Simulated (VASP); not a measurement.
## TePb: input slips in a phonon run and what they do

Some phonon runs on TePb get a fault in the input on purpose. Which of them show, and how? The starting structure is a measured crystal structure from the Crystallography Open Database.

Method: Kohn-Sham DFT with plane waves and PAW; LDA, in VASP 6.6.1.

## 1. Starting point

Symmetry: Fm-3m, No. 225, cubic system. The conventional cell has a = 6.462 Å, b = 6.462 Å, c = 6.462 Å, α = 90.00°, β = 90.00°, γ = 90.00°. Nearest to Pb lie 6 Te at 3.23 Å. Te has 6 Pb at 3.23 Å nearest. Farther neighbours and most contacts between anions are not listed.

## 2. Reference modes

The cell comes from a relaxation at this level, not shown (65.09 Å³).

Input file INCAR:

```
SYSTEM = TePb
PREC = Accurate
ENCUT = 450
EDIFF = 1E-08
NELM = 100
ISMEAR = 0
SIGMA = 0.03
LREAL = .FALSE.
ALGO = Normal
GGA = CA
NBANDS = 16
LORBIT = 11
LWAVE = .FALSE.
LCHARG = .FALSE.
KPAR = 4
IBRION = 8
LEPSILON = .TRUE.
ISIF = 2
```

Input file POSCAR:

```
TePb
1.0
    0.0000000000      3.1926883479      3.1926883479
    3.1926883479      0.0000000000      3.1926883479
    3.1926883479      3.1926883479      0.0000000000
Pb Te
1 1
Direct
    0.0000000000      0.0000000000      0.0000000000
    0.5000000000      0.5000000000      0.5000000000
```

Input file KPOINTS:

```
Automatic mesh
0
Gamma
8 8 8
0 0 0
```

The projector-augmented-wave data sets are Pb_d and Te (LDA family, release 64).

Launch:

```sh
$ mpirun -np 4 vasp_std
```

What it wrote:

```text
[banner, memory and clock lines left out]
running    4 mpi-ranks, on    1 nodes
 distrk:  each k-point on    1 cores,    4 groups
 distr:  one band on    1 cores,    1 groups

 POSCAR found type information on POSCAR PbTe
 POSCAR found :  2 types and       2 ions
 LDA part: xc-table for (Slater(with rela. corr.)+CA(PZ))
 , standard interpolation
 POSCAR, INCAR and KPOINTS ok, starting setup
 FFT: planning ... GRIDC
 FFT: planning ... GRID_SOFT
 FFT: planning ... GRID
 WAVECAR not read
 entering main loop
       N       E                     dE             d eps       ncg     rms          rms(c)
DAV:   1     0.141864185654E+03    0.14186E+03   -0.85944E+03   928   0.110E+03
DAV:   2     0.625449623863E+00   -0.14124E+03   -0.13734E+03   976   0.297E+02
DAV:   3    -0.864975071098E+01   -0.92752E+01   -0.91979E+01  1224   0.824E+01
DAV:   4    -0.888398917937E+01   -0.23424E+00   -0.23420E+00  1192   0.154E+01
DAV:   5    -0.889106666774E+01   -0.70775E-02   -0.70773E-02  1320   0.220E+00    0.365E+00
DAV:   6    -0.878336724570E+01    0.10770E+00   -0.23958E-01  1336   0.376E+00    0.229E+00
DAV:   7    -0.877580062411E+01    0.75666E-02   -0.65974E-02  1232   0.137E+00    0.905E-01
DAV:   8    -0.877515174100E+01    0.64888E-03   -0.75306E-03  1168   0.866E-01    0.110E-01
DAV:   9    -0.877509026656E+01    0.61474E-04   -0.86718E-04  1424   0.286E-01    0.319E-02
DAV:  10    -0.877508618911E+01    0.40774E-05   -0.60465E-05  1192   0.624E-02    0.225E-02
DAV:  11    -0.877508739796E+01   -0.12089E-05   -0.10331E-05  1288   0.187E-02    0.740E-03
DAV:  12    -0.877508744388E+01   -0.45923E-07   -0.56038E-07  1192   0.903E-03    0.525E-03
DAV:  13    -0.877508742667E+01    0.17217E-07   -0.23933E-08  1088   0.141E-03    0.244E-03
DAV:  14    -0.877508741800E+01    0.86650E-08   -0.51085E-08  1208   0.195E-03
   1 F= -.87750874E+01 E0= -.87750874E+01  d E =-.907126E-16
 Linear response reoptimize wavefunctions to high precision
DAV:   1    -0.877508741835E+01   -0.34720E-09   -0.38770E-09  1064   0.346E-04
DAV:   2    -0.877508741837E+01   -0.17053E-10   -0.87951E-11   640   0.706E-05
 Linear response G [H, r] |phi>, progress :
  Direction:   1
       N       E                     dE             d eps       ncg     rms
RMM:   1    -0.841680084024E+02   -0.84168E+02    0.27871E+02  1357   0.121E+02
RMM:   2    -0.818268642879E+02    0.23411E+01   -0.14324E+01  1667   0.249E+01
RMM:   3    -0.823198484052E+02   -0.49298E+00   -0.16351E+00  1733   0.886E+00
RMM:   4    -0.823576423148E+02   -0.37794E-01   -0.32581E-01  1688   0.355E+00
RMM:   5    -0.823669994556E+02   -0.93571E-02   -0.47677E-02  1696   0.119E+00
RMM:   6    -0.823678543109E+02   -0.85486E-03   -0.64976E-03  1733   0.480E-01
RMM:   7    -0.823678271219E+02    0.27189E-04   -0.97467E-04  1729   0.175E-01
RMM:   8    -0.823678375007E+02   -0.10379E-04   -0.20637E-04  1805   0.844E-02
RMM:   9    -0.823678390936E+02   -0.15928E-05   -0.61994E-05  1785   0.302E-02
RMM:  10    -0.823678386038E+02    0.48973E-06   -0.13133E-05  1774   0.145E-02
RMM:  11    -0.823678390773E+02   -0.47351E-06   -0.74405E-05  1668   0.706E-03
RMM:  12    -0.823678384674E+02    0.60998E-06   -0.93659E-06  1609   0.486E-03
RMM:  13    -0.823678392099E+02   -0.74251E-06   -0.32222E-07  1514   0.337E-03
RMM:  14    -0.823678386234E+02    0.58648E-06   -0.35311E-05  1479   0.293E-03
RMM:  15    -0.823678390208E+02   -0.39737E-06    0.29713E-05  1409   0.271E-03
RMM:  16    -0.823678387809E+02    0.23985E-06    0.53864E-05  1326   0.259E-03
RMM:  17    -0.823678391112E+02   -0.33026E-06    0.10941E-05  1319   0.253E-03
RMM:  18    -0.823678387189E+02    0.39223E-06   -0.39918E-05  1277   0.253E-03
 Linear response G [H, r] |phi>, progress :
  Direction:   2
       N       E                     dE             d eps       ncg     rms
RMM:   1    -0.883226755174E+02   -0.88323E+02    0.17609E+02  1368   0.120E+02
RMM:   2    -0.101436306382E+03   -0.13114E+02   -0.14175E+01  1654   0.242E+01
RMM:   3    -0.101894929459E+03   -0.45862E+00   -0.13207E+00  1725   0.837E+00
RMM:   4    -0.101939723572E+03   -0.44794E-01   -0.25095E-01  1669   0.337E+00
RMM:   5    -0.101950212303E+03   -0.10489E-01   -0.41825E-02  1678   0.122E+00
RMM:   6    -0.101950209805E+03    0.24982E-05   -0.79682E-03  1717   0.545E-01
RMM:   7    -0.101950206479E+03    0.33262E-05   -0.13151E-03  1733   0.214E-01
RMM:   8    -0.101950227318E+03   -0.20839E-04   -0.24609E-04  1802   0.869E-02
RMM:   9    -0.101950224503E+03    0.28149E-05   -0.43735E-05  1796   0.312E-02
RMM:  10    -0.101950224349E+03    0.15433E-06    0.11183E-05  1771   0.152E-02
RMM:  11    -0.101950224325E+03    0.23899E-07    0.32608E-05  1654   0.661E-03
RMM:  12    -0.101950224169E+03    0.15661E-06    0.87888E-05  1606   0.378E-03
RMM:  13    -0.101950224424E+03   -0.25537E-06   -0.10198E-05  1509   0.250E-03
RMM:  14    -0.101950224276E+03    0.14828E-06    0.10328E-04  1430   0.182E-03
RMM:  15    -0.101950224246E+03    0.29890E-07    0.63216E-05  1373   0.154E-03
RMM:  16    -0.101950222804E+03    0.14415E-05   -0.19096E-04  1306   0.144E-03
RMM:  17    -0.101950224543E+03   -0.17388E-05   -0.79725E-05  1265   0.139E-03
RMM:  18    -0.101950224159E+03    0.38372E-06   -0.66351E-05  1226   0.136E-03
RMM:  19    -0.101950224057E+03    0.10237E-06   -0.52415E-05  1212   0.136E-03
 Linear response G [H, r] |phi>, progress :
[...]
Linear response to external field, progress :
  Direction:   2
       N       E                     dE             d eps       ncg     rms          rms(c)
RMM:   1    -0.572162518578E+01   -0.57216E+01   -0.39305E+01  3197   0.558E+00
RMM:   2    -0.637127573522E+01   -0.64965E+00   -0.11125E-01  3313   0.183E+00    0.365E+00
RMM:   3    -0.625809330563E+01    0.11318E+00   -0.11644E-01  3019   0.239E+00    0.203E+00
RMM:   4    -0.638034061184E+01   -0.12225E+00   -0.14251E-01  3303   0.235E+00    0.285E-01
RMM:   5    -0.641447010340E+01   -0.34129E-01   -0.12136E-02  3443   0.801E-01    0.699E-02
RMM:   6    -0.642136191044E+01   -0.68918E-02   -0.13306E-03  3441   0.269E-01    0.356E-02
RMM:   7    -0.642365423084E+01   -0.22923E-02   -0.31132E-04  3408   0.115E-01    0.173E-02
RMM:   8    -0.642385807530E+01   -0.20384E-03   -0.44821E-05  3449   0.463E-02    0.131E-02
RMM:   9    -0.642389596689E+01   -0.37892E-04   -0.67525E-06  3394   0.215E-02    0.669E-03
RMM:  10    -0.642391424379E+01   -0.18277E-04    0.55101E-07  3426   0.101E-02    0.885E-04
RMM:  11    -0.642389941951E+01    0.14824E-04    0.85765E-06  3666   0.355E-03    0.197E-04
RMM:  12    -0.642390219813E+01   -0.27786E-05   -0.22045E-06  3529   0.132E-03    0.113E-04
RMM:  13    -0.642390087003E+01    0.13281E-05    0.53692E-07  3050   0.533E-04    0.578E-05
RMM:  14    -0.642390327146E+01   -0.24014E-05   -0.54685E-07  2661   0.244E-04    0.239E-05
RMM:  15    -0.642390352584E+01   -0.25438E-06   -0.10670E-06  1657   0.114E-04    0.107E-05
RMM:  16    -0.642390381871E+01   -0.29287E-06   -0.42531E-08  1469   0.730E-05    0.148E-05
RMM:  17    -0.642390378411E+01    0.34600E-07   -0.19813E-07  1065   0.500E-05    0.153E-06
 change of polarisation eV/A/(eV/A) component  2 :     2.288    12.324    -0.501
 dielectric tensor                  component  2 :     6.360    35.262    -1.393
 Linear response to external field, progress :
  Direction:   3
       N       E                     dE             d eps       ncg     rms          rms(c)
RMM:   1    -0.572163578611E+01   -0.57216E+01   -0.39305E+01  3196   0.558E+00
RMM:   2    -0.637128759487E+01   -0.64965E+00   -0.11123E-01  3317   0.183E+00    0.365E+00
RMM:   3    -0.625810170164E+01    0.11319E+00   -0.11644E-01  3018   0.239E+00    0.203E+00
RMM:   4    -0.638036537234E+01   -0.12226E+00   -0.14256E-01  3301   0.235E+00    0.285E-01
RMM:   5    -0.641446957424E+01   -0.34104E-01   -0.12113E-02  3439   0.800E-01    0.699E-02
RMM:   6    -0.642137662552E+01   -0.69071E-02   -0.13186E-03  3435   0.268E-01    0.356E-02
RMM:   7    -0.642366456448E+01   -0.22879E-02   -0.30767E-04  3415   0.115E-01    0.177E-02
RMM:   8    -0.642386586708E+01   -0.20130E-03   -0.41051E-05  3443   0.450E-02    0.126E-02
RMM:   9    -0.642392119697E+01   -0.55330E-04   -0.76544E-06  3375   0.224E-02    0.539E-03
RMM:  10    -0.642392190368E+01   -0.70670E-06   -0.91984E-07  3392   0.116E-02    0.210E-03
RMM:  11    -0.642391360686E+01    0.82968E-05    0.20422E-06  3658   0.392E-03    0.141E-04
RMM:  12    -0.642391608845E+01   -0.24816E-05    0.32332E-06  3554   0.147E-03    0.176E-04
RMM:  13    -0.642391382486E+01    0.22636E-05    0.99062E-07  3163   0.576E-04    0.662E-05
RMM:  14    -0.642391573894E+01   -0.19141E-05    0.60615E-07  2694   0.257E-04    0.127E-05
RMM:  15    -0.642391587895E+01   -0.14001E-06   -0.10403E-06  1856   0.132E-04    0.194E-05
RMM:  16    -0.642391599982E+01   -0.12087E-06   -0.38508E-07  1365   0.711E-05    0.544E-06
 change of polarisation eV/A/(eV/A) component  3 :    -0.124     0.636    12.324
 dielectric tensor                  component  3 :    -0.346     1.769    35.262
 Linear response DOF=           2
 Linear response progress:
  Degree of freedom:   1/  2
       N       E                     dE             d eps       ncg     rms          rms(c)
RMM:   1    -0.335621638667E+00   -0.33562E+00   -0.22320E-01  2622   0.504E+00
RMM:   2    -0.337349259638E+00   -0.17276E-02   -0.68711E-03  2983   0.767E-01    0.632E-02
RMM:   3    -0.337204194075E+00    0.14507E-03   -0.75676E-04  3294   0.223E-01    0.356E-02
RMM:   4    -0.336942356697E+00    0.26184E-03   -0.69241E-05  3205   0.759E-02    0.407E-03
RMM:   5    -0.336936404760E+00    0.59519E-05   -0.99729E-06  3310   0.243E-02    0.159E-03
RMM:   6    -0.336941492023E+00   -0.50873E-05   -0.17550E-06  3339   0.967E-03    0.732E-04
RMM:   7    -0.336939964362E+00    0.15277E-05   -0.19654E-07  3327   0.306E-03    0.394E-04
RMM:   8    -0.336940544497E+00   -0.58013E-06   -0.50569E-08  3365   0.130E-03    0.279E-05
RMM:   9    -0.336940542216E+00    0.22806E-08   -0.12078E-08  3442   0.523E-04    0.395E-05
 first order change of Fermi-energy  -0.12073E-01
 force on displaced ion       1 direction 1 :  -0.567   0.000   0.000
 Born effective charge ion    1 direction 1 :   5.873   0.000   0.000
 Linear response progress:
  Degree of freedom:   2/  2
       N       E                     dE             d eps       ncg     rms          rms(c)
RMM:   1    -0.508902905218E-01   -0.50890E-01    0.41738E-02  3935   0.927E-01
RMM:   2    -0.491458060101E-01    0.17445E-02   -0.93596E-04  3350   0.312E-01    0.547E-02
RMM:   3    -0.495903644216E-01   -0.44456E-03   -0.83558E-04  3610   0.140E-01    0.516E-02
RMM:   4    -0.497352264388E-01   -0.14486E-03   -0.43189E-05  3401   0.433E-02    0.262E-02
RMM:   5    -0.498620599203E-01   -0.12683E-03   -0.12106E-05  3458   0.233E-02    0.362E-03
RMM:   6    -0.498614434280E-01    0.61649E-06   -0.78985E-07  3516   0.737E-03    0.144E-03
RMM:   7    -0.498589040656E-01    0.25394E-05   -0.14210E-07  3393   0.253E-03    0.434E-04
RMM:   8    -0.498592892926E-01   -0.38523E-06   -0.17872E-08  3515   0.890E-04    0.381E-04
RMM:   9    -0.498593516041E-01   -0.62312E-07   -0.26102E-09  3660   0.351E-04    0.315E-04
RMM:  10    -0.498588735310E-01    0.47807E-06   -0.16939E-09  3509   0.136E-04    0.125E-04
RMM:  11    -0.498590233605E-01   -0.14983E-06   -0.44017E-09  3467   0.576E-05    0.357E-05
RMM:  12    -0.498590404722E-01   -0.17112E-07   -0.29548E-09  3751   0.255E-05    0.698E-06
RMM:  13    -0.498590574899E-01   -0.17018E-07    0.30654E-09  3381   0.126E-05    0.333E-06
RMM:  14    -0.498590559026E-01    0.15873E-08    0.10495E-09  2166   0.794E-06    0.330E-07
 first order change of Fermi-energy   0.12113E-01
 force on displaced ion       2 direction 1 :  -0.556   0.000   0.000
 Born effective charge ion    2 direction 1 :  -5.945   0.000   0.000
 Born effective charges drift removed
 Linear response finished
```

It took 54 s on 4 MPI ranks of Intel Xeon 6975P-C (Granite Rapids), shared host; peak memory 1.2 GiB.

The logs omit lines about the potential files and the build; timing stands in the text.

OUTCAR, selected parts (step 2):

```text
ion  position               nearest neighbor table
   1  0.000  0.000  0.000-   2 3.19   2 3.19   2 3.19   2 3.19   2 3.19   2 3.19
   2  0.500  0.500  0.500-   1 3.19   1 3.19   1 3.19   1 3.19   1 3.19   1 3.19

  LATTYP: Found a face centered cubic cell.
 ALAT       =     6.3853766958

 Subroutine GETGRP returns: Found 48 space group operations
 (whereof 48 operations were pure point group operations)

The static configuration has the point symmetry O_h .

 Found     29 irreducible k-points:

   k-points           NKPTS =     29   k-points in BZ     NKDIM =     29   number of bands    NBANDS=     16

   dimension x,y,z NGX =    32 NGY =   32 NGZ =   32
   dimension x,y,z NGXF=    64 NGYF=   64 NGZF=   64

   ENCUT  =  450.0 eV  33.07 Ry    5.75 a.u.   7.81  7.81  7.81*2*pi/ulx,y,z

   NELECT =      20.0000    total number of electrons

 k-points in reciprocal lattice and weights: Automatic mesh
   0.00000000  0.00000000  0.00000000       0.002
   0.12500000  0.00000000  0.00000000       0.016
   0.25000000  0.00000000  0.00000000       0.016
   0.37500000  0.00000000  0.00000000       0.016
   0.50000000  0.00000000  0.00000000       0.008
   0.12500000  0.12500000  0.00000000       0.012
   0.25000000  0.12500000  0.00000000       0.047
   0.37500000  0.12500000  0.00000000       0.047
   0.50000000  0.12500000  0.00000000       0.047
[...]
-0.37500000  0.50000000  0.12500000       0.023
  -0.25000000  0.50000000  0.25000000       0.012

 average (electrostatic) potential at core
       1 -91.3263       2 -88.8124

  Total        0.0015012      0.0015012      0.0015012     -0.0000000     -0.0000000      0.0000000
  in kB        0.0369526      0.0369526      0.0369526     -0.0000000     -0.0000000      0.0000000
  external PRESSURE =       0.0369526 kB  Pullay stress =       0.0000000 kB

  energy-cutoff  :      450.00
  volume of cell :       65.09
      direct lattice vectors                 reciprocal lattice vectors
     0.000000000  3.192688348  3.192688348    -0.156607832  0.156607832  0.156607832
     3.192688348  0.000000000  3.192688348     0.156607832 -0.156607832  0.156607832
     3.192688348  3.192688348  0.000000000     0.156607832  0.156607832 -0.156607832

 POSITION                                       TOTAL-FORCE (eV/Angst)
 -----------------------------------------------------------------------------------
      0.00000      0.00000      0.00000        -0.000000     -0.000000     -0.000000
      3.19269      3.19269      3.19269         0.000000      0.000000      0.000000
 -----------------------------------------------------------------------------------
    total drift:                                0.000000     -0.000000     -0.000000

 MACROSCOPIC STATIC DIELECTRIC TENSOR (including local field effects in DFT)
 ------------------------------------------------------
          35.261810    -0.000000    -0.000000
           0.000000    35.261810     0.000000
           0.000000    -0.000000    35.261810
 ------------------------------------------------------

 PIEZOELECTRIC TENSOR (including local field effects)  for field in x, y, z        (C/m^2)
          XX          YY          ZZ          XY          YZ          ZX
  --------------------------------------------------------------------------------
  x     0.00000     0.00000     0.00000     0.00000     0.00000     0.00000
  y     0.00000     0.00000     0.00000     0.00000     0.00000     0.00000
  z     0.00000     0.00000     0.00000     0.00000     0.00000     0.00000

 BORN EFFECTIVE CHARGES (including local field effects) (in |e|, cummulative output)
 ---------------------------------------------------------------------------------
 ion    1
    1     5.90889     0.00000     0.00000
    2     0.00000     5.90889     0.00000
    3     0.00000     0.00000     5.90889
 ion    2
    1    -5.90889     0.00000     0.00000
    2     0.00000    -5.90889     0.00000
    3     0.00000     0.00000    -5.90889

 Eigenvectors and eigenvalues of the dynamical matrix
 ----------------------------------------------------

   1 f  =    1.316621 THz     8.272574 2PiTHz   43.917750 cm-1     5.445105 meV
             X         Y         Z           dx          dy          dz
      0.000000  0.000000  0.000000     0.000000    0.000000   -0.621074
      3.192688  3.192688  3.192688     0.000000    0.000000    0.783752

   2 f  =    1.316621 THz     8.272574 2PiTHz   43.917750 cm-1     5.445105 meV
             X         Y         Z           dx          dy          dz
      0.000000  0.000000  0.000000    -0.621074   -0.000000   -0.000000
      3.192688  3.192688  3.192688     0.783752   -0.000000   -0.000000

   3 f  =    1.316621 THz     8.272574 2PiTHz   43.917750 cm-1     5.445105 meV
             X         Y         Z           dx          dy          dz
      0.000000  0.000000  0.000000     0.000000    0.621074    0.000000
      3.192688  3.192688  3.192688    -0.000000   -0.783752    0.000000

   4 f/i=    0.006241 THz     0.039212 2PiTHz    0.208170 cm-1     0.025810 meV
             X         Y         Z           dx          dy          dz
      0.000000  0.000000  0.000000     0.779800   -0.069698    0.036350
      3.192688  3.192688  3.192688     0.617942   -0.055231    0.028805

   5 f/i=    0.006241 THz     0.039212 2PiTHz    0.208170 cm-1     0.025810 meV
             X         Y         Z           dx          dy          dz
      0.000000  0.000000  0.000000     0.078286    0.721332   -0.296343
      3.192688  3.192688  3.192688     0.062037    0.571609   -0.234833

   6 f/i=    0.006241 THz     0.039212 2PiTHz    0.208170 cm-1     0.025810 meV
             X         Y         Z           dx          dy          dz
      0.000000  0.000000  0.000000     0.007102   -0.298480   -0.724656
      3.192688  3.192688  3.192688     0.005628   -0.236526   -0.574244

 MACROSCOPIC STATIC DIELECTRIC TENSOR IONIC CONTRIBUTION
 ------------------------------------------------------
         172.896485     0.000000     0.000000
           0.000000   172.896485     0.000000
           0.000000     0.000000   172.896485
 ------------------------------------------------------

 ELASTIC MODULI CONTR FROM IONIC RELAXATION (kBar)
 Direction    XX          YY          ZZ          XY          YZ          ZX
 --------------------------------------------------------------------------------
 XX           0.0000      0.0000      0.0000      0.0000      0.0000      0.0000
 YY           0.0000      0.0000      0.0000      0.0000      0.0000      0.0000
 ZZ           0.0000      0.0000      0.0000      0.0000      0.0000      0.0000
 XY           0.0000      0.0000      0.0000      0.0000      0.0000      0.0000
 YZ           0.0000      0.0000      0.0000      0.0000      0.0000      0.0000
 ZX           0.0000      0.0000      0.0000      0.0000      0.0000      0.0000
 --------------------------------------------------------------------------------

 PIEZOELECTRIC TENSOR IONIC CONTR  for field in x, y, z        (C/m^2)
          XX          YY          ZZ          XY          YZ          ZX
  --------------------------------------------------------------------------------
  x     0.00000     0.00000     0.00000     0.00000     0.00000     0.00000
  y     0.00000     0.00000     0.00000     0.00000     0.00000     0.00000
  z     0.00000     0.00000     0.00000     0.00000     0.00000     0.00000
```

Energies printed during the response cycles are not total energies of the cell.

Reference: the zone-centre mode is T1u 43.9 cm⁻¹.

(Continued in part 2 of 2.)

[Lines on the potential files, build, host, timing and source positions are cut from VASP's logs without a mark.]

[Logs are printed without paths, hosts, clocks, repeated set-up lines and the standing remarks that a program may print on its own settings, such as how far it seeks lower states.]

[Hosts, paths, dates, database ids (printed as entryN), source tags and the programs' standing remarks are cut or masked in the printed files.]
